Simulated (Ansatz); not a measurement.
# MnO (I4/mmm) in Ansatz: a series of runs

The runs below take MnO through relaxation of the atoms, with PBE.

Everything below comes from runs of Ansatz 0.2.0. Logs are shortened: lines on timing, memory, paths and dates and some standing lists are left out, and cuts for length are marked.

### 1 The cell of the first run

Symmetry: I4/mmm, No. 139, tetragonal system. The conventional cell has a = 3.142 Å, b = 3.142 Å, c = 4.533 Å, α = 90.00°, β = 90.00°, γ = 90.00°. Mn (site symmetry 4/mmm) is surrounded by 6 O at 2.22 to 2.27 Å. O (site symmetry 4/mmm) has 6 Mn at 2.22 to 2.27 Å as nearest neighbours.

### 2 Relaxation of the atoms, PBE, collinear spin, ferromagnetic start (strained by +2 %)

The input, input.yaml:

```yaml
crystal:
  lattice:
    - [0.0, 2.22200033, 2.22200033]
    - [2.2664403366, 0.0, 2.22200033]
    - [2.2664403366, 2.22200033, 0.0]
  atoms:
    - { symbol: Mn, position: [0.0, 0.0, 0.0], spin: 4.0 }
    - { symbol: O, position: [0.5, 0.5, 0.5] }
hamiltonian:
  xc: pbe
  pseudopotentials: { kind: paw }
magnetization:
  spin_polarized: true
kpoints:
  mp_grid: { grid: [7, 7, 7] }
scf:
  occupations: { method: fermi_dirac, width: 0.05 }
output:
  forces: true
  stress: true
  eigenvalues: true
relax:
  f_tol: 0.01
  max_steps: 40
```

Potentials or basis: Ansatz PAW.

The run is started by

```console
$ ansatz run input.yaml --threads 2 --pin off --max-ram 5632MiB --backend cpu --events-out ev --progress --plain --runs-dir out
```

Output:

```text
Warning: output.stress: scf.convergence.dr2_threshold = 1e-7 eV (the SCF's general default) is looser than the 2e-10 eV advised for a printed stress (1e-10 eV for each atom of the cell: 2). What an SCF threshold leaves in a stress goes as its square root, and in the free energy as the threshold itself, and one threshold admits the most on a small cell: of the crystals measured, under no hybrid functional and no lock of the moments, on runs that ended without the residual-converged pass, on stresses that held no estimate of that error, the worst erred by over 100 MPa in a component at 1e-7 eV an atom and by under 5 at 1e-10. Every solve of this run answers to scf.convergence.dr2_threshold, and the tensor of one is reported: a single SCF on the reported geometry and on this run's grids (its basis.xc_grid and basis.ecutrho_ratio typed), with scf.convergence.dr2_threshold at 2e-10 eV or tighter, prints it and tightens no other solve. Else set scf.convergence.dr2_threshold to 2e-10 eV or tighter. The threshold is an SCF's pass mark: one that does not reach it within its budget of iterations ends unconverged, or closes short of it on a stop that the run arms, and scf.convergence.dr2_threshold's page says what that costs each kind of run
Warning: RAYON_NUM_THREADS=2 ignored (pool sized by the plan → 2); use --threads N
Engine: ansatz 0.2.0, aarch64-unknown-linux-gnu
Pseudopotentials: kind: paw
Pseudopotential: Mn, paw, valence charge 15, recommended cutoff 420 eV (normal), Mn.paw.azcp
Pseudopotential: O, paw, valence charge 6, recommended cutoff 420 eV (normal), O.paw.azcp
Functional definition: PBE
  parameter kappa = 0.804
  parameter beta = 0.06672455060314922
  exchange = pbe_x(kappa = kappa, mu = beta*pi^2/3)
  correlation = pbe_c(beta = beta)
Crystal: 2 atoms, lattice volume = 22.380 Å³
Basis set: ecut = 420 eV, 427 PW (Γ), exchange–correlation on 48×48×48 points (8 copies of the dense FFT grid, shifted against one another)
Bands: 17, of which v1, the nominal top of the filled ones, is band 11 counted from 1 (10 counted from 0)
Symmetry: 16 space group operations
Space group: I4/mmm (ITA 139), of the structure as read, at distance tolerance 2.8e-5 Å
Magnetic group: BNS 139.531 (UNI 1191), of the structure as read, at distance tolerance 2.8e-5 Å
k-points: 40 of 343
Non-local potential: Mn, projectors of the file, l = 0: 3, l = 1: 2, l = 2: 3, l = 3: 1
Non-local potential: O, projectors of the file, l = 0: 2, l = 1: 2, l = 2: 1
PAW form: soft (Blöchl's): semilocal exchange-correlation on the pseudo side does not see the compensation charge
PAW one-centre angular grid: Mn, 590 points (default); XC on 64 Gauss nodes
PAW one-centre angular grid: O, 110 points (default); XC on 64 Gauss nodes
Initial density: superposition of atomic densities (chi_scale 0.1, normalization cell, long waves kept (reshape's long-wave potential 0.00 eV rms))
Starting moments: Σ|m| = 4 μB on 1 of 2 sites
Initial wavefunctions: pseudopotential atomic-orbital guess
Functional: x = pbe(κ = 0.804, μ = 0.2195149727645171), c = pbe(β = 0.06672455060314922)
SCF iter   1: F=—  HF=-4466.487040 eV  |F-HF|=—  |Δ(HF+E_count)|=         —  Δρ=1.36e-1 (↑1.36e-1 ↓6.99e-2)  dr2=6.62e0  dr2_m=6.17e-1  M=4.418 μB ∫|m|=4.418 μB  β_m=0.30  ethr=3.10e-3  ⟨swp⟩=3.6  Hψ=5541  notcnv=0
Mixer restart at iter 1: flushing history
preconditioner: auto → none  [metal: Δε(μ)=0.029 eV  Ē_g=12.239 eV  σ=0.050 eV  W_gap=0.14  n_scr=8 (ndim 8)  ℏωp=28.3 eV  f_vac=0.000  D(μ)=1.61/eV (n_scr^D=14)  sad-step TF]
SCF iter   2: F=—  HF=-4466.088211 eV  |F-HF|=—  |Δ(HF+E_count)|=   3.99e-1  Δρ=7.18e-2 (↑7.18e-2 ↓2.76e-2)  dr2=1.22e0  dr2_m=3.16e-1  M=4.540 μB ∫|m|=4.540 μB  β_m=0.42  ethr=3.10e-3  ⟨swp⟩=2.9  Hψ=3239  notcnv=0  defer=37
SCF iter   3: F=—  HF=-4466.135073 eV  |F-HF|=—  |Δ(HF+E_count)|=   4.69e-2  Δρ=2.02e-2 (↑2.02e-2 ↓1.65e-2)  dr2=1.08e-1  dr2_m=4.42e-2  M=4.597 μB ∫|m|=4.597 μB  β_m=0.52  ethr=3.10e-3  ⟨swp⟩=2.7  Hψ=2768  notcnv=0  defer=62
SCF iter   4: F=—  HF=-4466.139341 eV  |F-HF|=—  |Δ(HF+E_count)|=         —  Δρ=1.16e-2 (↑1.16e-2 ↓9.20e-3)  dr2=6.20e-3  dr2_m=2.01e-2  M=4.725 μB ∫|m|=4.725 μB  β_m=0.52  ethr=5.16e-4  ⟨swp⟩=2.3  Hψ=2493  notcnv=0  defer=75
Mixer restart at iter 4: flushing history
SCF iter   5: F=—  HF=-4466.159753 eV  |F-HF|=—  |Δ(HF+E_count)|=   2.04e-2  Δρ=6.21e-3 (↑4.77e-3 ↓6.21e-3)  dr2=3.00e-3  dr2_m=5.02e-3  M=4.734 μB ∫|m|=4.734 μB  β_m=0.76  ethr=2.95e-5  ⟨swp⟩=2.0  Hψ=2314  notcnv=0  defer=75
SCF iter   6: F=—  HF=-4466.177355 eV  |F-HF|=—  |Δ(HF+E_count)|=   1.76e-2  Δρ=7.11e-3 (↑7.11e-3 ↓2.04e-3)  dr2=7.74e-3  dr2_m=2.86e-3  M=4.768 μB ∫|m|=4.768 μB  β_m=0.60  ethr=1.43e-5  ⟨swp⟩=2.1  Hψ=2587  notcnv=0  defer=75
SCF iter   7: F=—  HF=-4466.173732 eV  |F-HF|=—  |Δ(HF+E_count)|=   3.62e-3  Δρ=6.89e-4 (↑6.89e-4 ↓6.44e-4)  dr2=8.83e-5  dr2_m=6.44e-5  M=4.765 μB ∫|m|=4.765 μB  β_m=0.74  ethr=1.43e-5  ⟨swp⟩=2.0  Hψ=3016  notcnv=0  defer=75
SCF iter   8: F=—  HF=-4466.173662 eV  |F-HF|=—  |Δ(HF+E_count)|=   7.04e-5  Δρ=4.21e-4 (↑4.21e-4 ↓3.49e-4)  dr2=9.29e-5  dr2_m=4.24e-6  M=4.766 μB ∫|m|=4.766 μB  β_m=0.64  ethr=4.21e-7  ⟨swp⟩=2.0  Hψ=1888  notcnv=0  defer=75
SCF iter   9: F=—  HF=-4466.173697 eV  |F-HF|=—  |Δ(HF+E_count)|=   3.51e-5  Δρ=1.48e-4 (↑1.48e-4 ↓2.60e-5)  dr2=4.00e-6  dr2_m=9.38e-7  M=4.766 μB ∫|m|=4.766 μB  β_m=0.73  ethr=4.21e-7  ⟨swp⟩=2.0  Hψ=1870  notcnv=0  defer=75
SCF iter  10: F=—  HF=-4466.173698 eV  |F-HF|=—  |Δ(HF+E_count)|=   9.88e-7  Δρ=1.13e-5 (↑1.13e-5 ↓4.40e-6)  dr2=4.07e-8  dr2_m=4.72e-9  M=4.766 μB ∫|m|=4.766 μB  β_m=0.86  ethr=1.91e-8  ⟨swp⟩=2.2  Hψ=1889  notcnv=0  defer=75
SCF iter  11: F=-4466.173698 eV  HF=-4466.173698 eV  |F-HF|=2.37e-10  |Δ(HF+E_count)|=   2.02e-8  Δρ=2.20e-6 (↑2.20e-6 ↓7.00e-7)  dr2=8.36e-10  dr2_m=3.35e-10  M=4.766 μB ∫|m|=4.766 μB  ethr=1.94e-10  ⟨swp⟩=4.7  Hψ=5207  notcnv=0
SCF 1 converged in 11 iterations: F = -4466.173698 eV  dr2 = 8.36e-10
relax step   1: F+E_penalty+E_count = -4466.17369796 eV  Δ(F+E_penalty+E_count) = +0.000e0 eV  max|allowed force component| = 4.832e-30 eV/Å  Δτ_max = 0.0000 Å  (11 SCF iters, accepted)
SCF converged after 11 iterations
Magnetization: 4.7655 μB (12.8828 up, 8.1172 down)
Absolute magnetization: 4.7655 μB (∫|ρ↑−ρ↓|, with the PAW one-centre terms)
Spin contamination: 0.0118 ħ² per cell (⟨S²⟩ above its minimum at these occupations)
Per-site moments (μB) at R_I (Å): [(4.046134039259608, 0.9165751361250001), (0.22296090867114726, 0.9165751361250001)]
Free energy (F): -4466.173698 eV
Harris-Foulkes:  -4466.173698 eV  (|F-HF|=2.37e-10)
Internal energy: -4466.165326 eV  (E = F + TS)
E sigma→0 (E₀):  -4466.169512 eV
Entropy (-TS):   -0.008372 eV (-4.186 meV/atom)
Fermi energy:    13.069413 eV
--- Per-component energies (eV) ---
  E_band       = -253.793371
  E_kinetic    = 473.409257
  E_local      = -2252.835618  (includes V_loc(G=0)·N_el)
  E_nonlocal   = 302.504845
  E_hartree    = 902.423037
  E_xc         = -184.322844
  E_vxc        = -235.445500  (∫ρ·V_xc dr)
  E_paw        = -1465.907548  (= ΣΔE_a)
  E_vpaw       = -346.275586  (= ΣTr[D̂ρ^β])
  E_aug_tail   = 0.002392  (compensation charges beyond the density's cutoff)
  E_ewald      = -2241.438847
  E_smearing   = -0.008372  (= −TS)
  E_closure    = -0.000000  (closes the sum)
  Σ components = -4466.173698   (vs F -4466.173698, Δ=0.00e0)
--- Forces (eV/Å), atoms counted from 1 ---
  atom   1  Mn     0.00000000    -0.00000000     0.00000000
  atom   2  O      0.00000000     0.00000000    -0.00000000
  max |Σ_I F_I| component: 9.27e-30 eV/Å
--- Stress (GPa, compression-positive) ---
       -2.302953       0.000000       0.000000
        0.000000      -3.326356       0.000000
        0.000000      -0.000000      -3.326356
  P = ⅓ Tr σ = -2.9852 GPa (-29.852 kbar)
--- Band table (eV; the first three rows and the last of 80) ---
  k-point 0 ↑: bands = ["-68.5361", "-37.2775", "-37.2775", "-37.2723", "-7.0746", "9.3602", "9.3602", "9.3975", "9.8275", "9.9137", "9.9137", "10.3565", "10.4293", "12.4599", "26.9673", "29.1508", "29.1527"]
  k-point 1 ↑: bands = ["-68.5350", "-37.2876", "-37.2787", "-37.2750", "-6.9120", "7.9501", "8.5159", "8.5281", "10.0577", "10.0910", "10.2386", "11.2497", "11.3350", "13.6975", "24.9673", "28.2274", "28.4472"]
  k-point 2 ↑: bands = ["-68.5325", "-37.3123", "-37.2815", "-37.2790", "-6.5215", "6.1774", "7.6108", "7.6316", "10.4162", "10.4189", "10.6497", "12.3539", "12.4839", "15.5017", "22.2377", "26.1624", "26.5389"]
  k-point 39 ↓: bands = ["-63.7646", "-32.6640", "-32.6579", "-32.6035", "-5.6842", "7.3135", "7.3311", "8.2523", "14.0331", "14.6270", "15.3078", "15.4399", "15.9978", "21.6774", "22.3023", "22.4105", "25.9966"]
--- Relaxed structure (1 steps of the walk, 1 accepted, 0 SCFs on fresh bases) ---
  F+E_penalty+E_count = -4466.17369796 eV   max|allowed force component| = 4.832e-30 eV/Å
  atoms:
    - { symbol: Mn, position: [0.0, 0.0, 0.0] }
    - { symbol: O, position: [0.5, 0.5, 0.5] }
```

It took 1.9 s on 2 threads of Arm Neoverse V1, shared host; peak memory 0.3 GiB.

Results:

```yaml
Free_energy: -4466.1737 eV
Pressure_after_relaxing: -3.0 GPa
Band_gap_on_the_k_mesh: none (metal or under the smearing width)
Net_moment: 4.77 μB per cell
Absolute_moment: 4.77 μB per cell
Site_moments: Mn +4.05; O +0.22 μB
```

Stress tensor (GPa, compression positive):
```
-2.30  0.00  0.00
 0.00 -3.33  0.00
 0.00  0.00 -3.33
```

Final structure:
```yaml
crystal:
  lattice:
    - [0.00000, 2.22200, 2.22200]
    - [2.26644, 0.00000, 2.22200]
    - [2.26644, 2.22200, 0.00000]
  atoms:
    - { symbol: Mn, position: [0.00000, 0.00000, 0.00000] }
    - { symbol: O, position: [0.50000, 0.50000, 0.50000] }
```

Levels at points of the mesh, in eV from the Fermi level:
Spin up:
```
           k point  band 11  band 12  band 13  band 14  band 15  band 16
(0.00, 0.00, 0.00)    -3.16    -2.71    -2.64    -0.61    13.90    16.08
```
Spin down:
```csv
k point,band 4,band 5,band 6,band 7,band 8,band 9,band 10,band 11,band 12,band 13
"(0.00, 0.00, 0.00)",-45.65,-19.72,-3.35,-3.35,-3.27,0.65,0.70,0.82,0.82,1.40
```

Caveat: the relaxation stopped at its first step, so nothing moved; the pressure holds a Pulay correction of +0.6 GPa for the finite cutoff; a cell with one magnetic atom can't hold antiferromagnetic order, which such compounds often take; semilocal functionals often make such compounds metallic where correlation or magnetic order opens a gap, which also shifts bond lengths; the thresholds are loose for stress.

### 3 Relaxation of the atoms, PBE, collinear spin, ferromagnetic start (strained by +4 %)

input.yaml, as its differences from that of step 2:

```diff
@@ -3,4 +3,4 @@
     - [0.0, 2.22200033, 2.22200033]
-    - [2.2664403366, 0.0, 2.22200033]
-    - [2.2664403366, 2.22200033, 0.0]
+    - [2.3108803432, 0.0, 2.22200033]
+    - [2.3108803432, 2.22200033, 0.0]
   atoms:
```

Potentials or basis: Ansatz PAW.

The run is started by

```console
$ ansatz run input.yaml --threads 2 --pin off --max-ram 5632MiB --backend cpu --events-out ev --progress --plain --runs-dir out
```

Wall time 1.9 s (2 threads of Arm Neoverse V1, shared host); peak memory 0.3 GiB.

It converged, with:

| Item | Value |
| --- | --- |
| Free energy | -4466.1663 eV |
| Pressure after relaxing | -4.3 GPa |
| Band gap on the k mesh | none (metal or under the smearing width) |
| Net moment | 4.83 μB per cell |
| Absolute moment | 4.83 μB per cell |
| Site moments | Mn +4.09; O +0.23 μB |

Stress tensor (GPa, compression positive):
```
-3.33  0.00  0.00
 0.00 -4.80  0.00
 0.00  0.00 -4.80
```

Final structure:
```cif
data_structure
_symmetry_space_group_name_H-M 'P 1'
_symmetry_Int_Tables_number 1
_cell_length_a 3.1424
_cell_length_b 3.2058
_cell_length_c 3.2058
_cell_angle_alpha 58.695
_cell_angle_beta 60.653
_cell_angle_gamma 60.653
_cell_volume 22.82
loop_
_atom_site_label
_atom_site_type_symbol
_atom_site_fract_x
_atom_site_fract_y
_atom_site_fract_z
_atom_site_occupancy
Mn1 Mn 0.00000 0.00000 0.00000 1
O1 O 0.50000 0.50000 0.50000 1
```

Levels at points of the mesh, in eV from the Fermi level:
Spin up:
| k point | band 11 | band 12 | band 13 | band 14 | band 15 | band 16 |
| --- | --- | --- | --- | --- | --- | --- |
| (0.00, 0.00, 0.00) | -3.12 | -2.77 | -2.61 | -0.66 | 13.85 | 15.93 |
Spin down:
| k point | band 5 | band 6 | band 7 | band 8 | band 9 | band 10 | band 11 | band 12 |
| --- | --- | --- | --- | --- | --- | --- | --- | --- |
| (0.00, 0.00, 0.00) | -19.55 | -3.27 | -3.27 | -3.13 | 0.53 | 0.70 | 0.91 | 0.91 |

Caveat: the relaxation stopped at its first step, so nothing moved; the pressure holds a Pulay correction of +0.6 GPa for the finite cutoff; a cell with one magnetic atom can't hold antiferromagnetic order, which such compounds often take; semilocal functionals often make such compounds metallic where correlation or magnetic order opens a gap, which also shifts bond lengths; the thresholds are loose for stress.

(Continued in part 2 of 2.)
